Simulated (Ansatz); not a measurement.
# Li2Se: response to strain

Start from Li2Se in the anti-fluorite structure (space group Fm-3m, No. 225; a = 5.9448 Å).

Strains are applied to the cell and any free atomic positions relax.

Calculations: Ansatz (an electronic-structure program), PBEsol, PAW, cutoff 420 eV, no SOC.

Notes on the quantities. energy relative to the base: free energy F.

```tsv
case	volume per atom	width of the top valence band	energy relative to the base	electron mass	band gap
base	17.51 Å³	1.86 eV	0 meV/atom	0.61 mₑ along k, 0.31 mₑ across (at X)	2.82 eV
isotropic strain −3.00 %	15.98 Å³	2.13 eV	+17 meV/atom	0.59 mₑ along k, 0.29 mₑ across (at X)	2.72 eV
isotropic strain −2.50 %	16.23 Å³	2.09 eV	+12 meV/atom	0.60 mₑ along k, 0.29 mₑ across (at X)	2.74 eV
isotropic strain −2.00 %	16.48 Å³	2.04 eV	+7.4 meV/atom	0.60 mₑ along k, 0.30 mₑ across (at X)	2.76 eV
isotropic strain −1.50 %	16.73 Å³	1.99 eV	+4.1 meV/atom	0.60 mₑ along k, 0.30 mₑ across (at X)	2.77 eV
isotropic strain −0.50 %	17.25 Å³	1.91 eV	+0.4 meV/atom	0.61 mₑ along k, 0.30 mₑ across (at X)	2.80 eV
isotropic strain +1.00 %	18.04 Å³	1.78 eV	+1.7 meV/atom	0.62 mₑ along k, 0.31 mₑ across (at X)	2.84 eV
isotropic strain +1.50 %	18.31 Å³	1.74 eV	+3.7 meV/atom	0.63 mₑ along k, 0.31 mₑ across (at X)	2.85 eV
isotropic strain +2.00 %	18.58 Å³	1.70 eV	+6.5 meV/atom	0.63 mₑ along k, 0.31 mₑ across (at X)	2.86 eV
isotropic strain +3.00 %	19.13 Å³	1.63 eV	+14 meV/atom	0.64 mₑ along k, 0.32 mₑ across (at X)	2.88 eV
```

Masses are band curvatures over ±0.01 Å⁻¹ around the edge. Along k means along the line from Γ to the band edge. Stability against distortions was not tested.
